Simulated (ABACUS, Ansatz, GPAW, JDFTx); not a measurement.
## 9 crystals, 4 set-ups of PBE: the bulk modulus

The same calculation (PBE, Γ-centred k mesh with a spacing near 0.25 Å⁻¹, Fermi-Dirac smearing of 0.05 eV, no spin-orbit coupling) was run on each cell with:

- A: ABACUS, PseudoDojo NC SR 0.4.1 PBE standard, cutoffs 599 to 1320 eV
- B: Ansatz LAPW, all-electron LAPW, scalar-relativistic
- C: JDFTx, PseudoDojo-SR-PBE-0.5-standard, cutoffs 599 to 1306 eV
- D: GPAW, GPAW PAW data sets (gpaw-data 1.2.1), cutoffs 600 to 800 eV

Moduli come from Birch-Murnaghan fits over scaled cells with fixed shape and fractions, which off cubic symmetry can lie above the relaxed values. Not every cell is the stable form of its formula. Spin polarisation and spin-orbit coupling are off unless named. Started with parallel moments: CoGa, V, Co.

```csv
crystal,A (GPa),B (GPa),C (GPa),D (GPa)
"P (Cmce, 4 atoms)",68.99,69.14,69.00,69.14
BAs (F-43m),131.25,131.38,131.21,132.28
CoGa (Pm-3m),175.14,176.13,175.05,180.81
V (Im-3m),180.20,180.37,180.27,180.39
AlN (F-43m),192.94,192.59,192.94,192.45
RuAl (Pm-3m),204.04,203.46,203.99,202.41
"Co (P6_3/mmc, 2 atoms)",209.26,208.29,208.00,208.17
"SiC (P6_3mc, 4 atoms)",212.01,212.51,212.01,212.58
"WSi2 (I4/mmm, 3 atoms)",220.54,220.14,220.55,221.67
```

Against the all-electron result, the mean absolute deviation is A 0.26, C 0.22, D 0.53 %. The largest single deviation is +2.66 %, for CoGa in D. The figures use the values as printed. The all-electron reference has errors of its own basis, so a deviation may be partly its. Meshes of this size aren't converged for metals, which the comparison doesn't need. The functional is the same throughout, so these differences measure potentials, basis sets and numerical settings.

The four set-ups give the same ordering of stiffness, except that D places CoGa just above V. A and C nearly coincide for every crystal but Co, so their agreement elsewhere partly reflects closely related pseudopotentials and isn't two independent confirmations. D reproduces the all-electron modulus of elemental Co closely, so its outlier in CoGa probably comes from the Ga data set or from a different magnetic solution, rather than from a general failure for Co.

The wide range across the crystals reflects bonding. Phosphorus is softest because its puckered covalent layers are separated by open, weakly bonded gaps. Among the tetrahedral compounds, AlN and SiC resist compression more than BAs, whose larger anion gives longer bonds and a lower density of bonding electrons. In the transition-metal crystals, partly filled d states provide cohesion, supplemented in RuAl and WSi2 by hybridisation with the p states of Al or Si. Close agreement between the codes supports the numerical reproducibility of these moduli, not the accuracy of PBE against experiment.
